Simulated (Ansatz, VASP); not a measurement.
**Zn: VASP beside Ansatz**

Contents of INCAR:

```
PREC = Accurate
ENCUT = 600
EDIFF = 1E-6
ISMEAR = -1
SIGMA = 0.05
LREAL = False
LASPH = True
NELM = 100
ALGO = Normal
ISIF = 3
LWAVE = False
LCHARG = False
GGA = B5
ALDAX = 1.0
AGGAX = 1.0
AGGAC = 1.0
ALDAC = 0.0
IVDW = 13
VDW_S6 = 1.0
VDW_S8 = 2.34076671
VDW_A1 = 0.44488865
VDW_A2 = 4.0933009
IBRION = 2
NSW = 60
EDIFFG = -0.01
```

File KPOINTS:

```
Automatic mesh
0
Gamma
  12 12 12
```

The input POSCAR:

```
Zn
1.0
   -1.5690370000      1.5690370000      1.5690370000
    1.5690370000     -1.5690370000      1.5690370000
    1.5690370000      1.5690370000     -1.5690370000
Zn
1
Direct
    0.0000000000      0.0000000000      0.0000000000
```

input.yaml

```yaml
crystal:
  lattice:
    - [-1.569037, 1.569037, 1.569037]
    - [1.569037, -1.569037, 1.569037]
    - [1.569037, 1.569037, -1.569037]
  atoms:
    - { symbol: Zn, position: [0.0, 0.0, 0.0] }
hamiltonian:
  xc: blyp
  pseudopotentials: { kind: paw }
  dispersion: d4
kpoints:
  mp_grid: { grid: [12, 12, 12] }
scf:
  occupations: { method: fermi_dirac, width: 0.05 }
output:
  forces: true
  stress: true
  eigenvalues: true
relax:
  f_tol: 0.01
  max_steps: 40
  cell: { stress_tol: 0.05 }
```

This isn't the form of Zn at room conditions, which is hcp.

Alike in both runs: task relaxation of cell and atoms; functional BLYP; dispersion D4; k mesh 12 × 12 × 12; occupations fermi-dirac, width 0.05 eV; no spin polarisation.

```csv
,VASP,Ansatz
version,VASP 6.6.1,Ansatz 0.2.0
potentials or method,"VASP PAW PBE potentials, release 64 (Zn)",Ansatz PAW
plane-wave cutoff (eV),600,420
valence electrons in the cell,12,12
```

|  | VASP | Ansatz | Ansatz less VASP |
| --- | --- | --- | --- |
| gap on the k mesh at the Fermi level, each at its own relaxed structure (eV) | none | none | - |
| relaxed volume (Å³/atom) | 15.45 | 15.41 | -0.042 |
| relaxed cell length with the largest relative difference (Å) | 2.718 | 2.715 | -0.0025 |

A gap of «none» marks a metal or a gap that the smearing closes.

Caveats: pairwise dispersion overbinds metals, which lowers pressure and volume; the relaxation stopped at its first step, so nothing moved (VASP); the PAW data sets were made with another functional, which shifts forces and pressure a little (VASP); the plane-wave basis is chosen anew once the cell has moved, so the energies of steps on either side of that aren't comparable (Ansatz); the PAW data sets come from PBE, with cores solved anew for the run's functional, which leaves a small shift of forces and pressure (Ansatz).
